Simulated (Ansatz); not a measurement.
# Si2Mo: relaxation of cell and atoms with PBE

The system is Si2Mo.

```xyz
3
Lattice="-1.6000 1.6000 3.9305 1.6000 -1.6000 3.9305 1.6000 1.6000 -3.9305" Properties=species:S:1:pos:R:3 pbc="T T T"
Mo    0.0000    0.0000    0.0000
Si    0.0000    0.0000    5.2433
Si    0.0000    0.0000    2.6177
```

```json
{
  "Program": "Ansatz 0.2.0",
  "Task": "relaxation of cell and atoms",
  "Functional": "PBE",
  "Potentials or basis": "Ansatz PAW",
  "Cutoff": "420 eV (not typed: the program's choice for these potentials)",
  "k mesh": "12 × 12 × 12",
  "Occupations": "fermi-dirac, width 0.05 eV",
  "Spin": "no spin polarisation"
}
```

```yaml
Relaxed_volume: 13.58 Å³/atom
Relaxed_cell: a = 4.547 Å, b = 4.547 Å, c = 4.547 Å, α = 138.57°, β = 138.57°, γ = 60.04°
Space_group_after_relaxing_to_0.05_Å: I4/mmm (No. 139)
Energy_gained_by_relaxing: 2.8 meV/atom
Ionic_steps: 5
Pressure_after_relaxing: 0.0 GPa
Band_gap_on_the_k_mesh: none (metal or under the smearing width)
```

The path:
```csv
step,energy change (eV),largest force (eV/Å),volume (Å³)
1,0.0000,0.2792,40.25
2,-0.0074,0.0836,40.81
3,-0.0081,0.0195,40.76
4,-0.0082,0.0003,40.74
5,-0.0083,0.0003,40.74
```

Final structure:
```
Mo Si
1.0
    -1.60838    1.60838    3.93674
     1.60838   -1.60838    3.93674
     1.60838    1.60838   -3.93674
Mo Si
1 2
Direct
  0.00000 0.00000 0.00000
  0.66491 0.66491 0.00000
  0.33509 0.33509 0.00000
```

Levels at points of the mesh, in eV from the Fermi level:
```csv
k point,band 7,band 8,band 9,band 10,band 11,band 12,band 13,band 14,band 15
"(0.00, 0.00, 0.00)",-3.41,-2.98,-2.57,-2.57,0.37,3.09,3.26,3.48,3.48
"(0.00, 0.00, -0.50)",-5.57,-5.19,-4.37,-2.98,-1.21,2.27,2.68,3.11,3.32
"(0.00, -0.50, 0.00)",-4.88,-4.44,-2.53,-2.51,-0.48,2.22,3.09,3.98,4.18
"(-0.50, -0.50, -0.50)",-3.44,-2.14,-0.56,-0.56,-0.47,-0.47,0.50,4.70,5.00
```

It took 7.4 s on 2 threads of Intel(R) Xeon(R) 6975P-C (Granite Rapids) (shared host), peak memory 0.51 GiB.

Caveat: the plane-wave basis is chosen anew once the cell has moved, so the energies of steps on either side of that aren't comparable. PBE usually gives volumes a little too large and moduli too small.
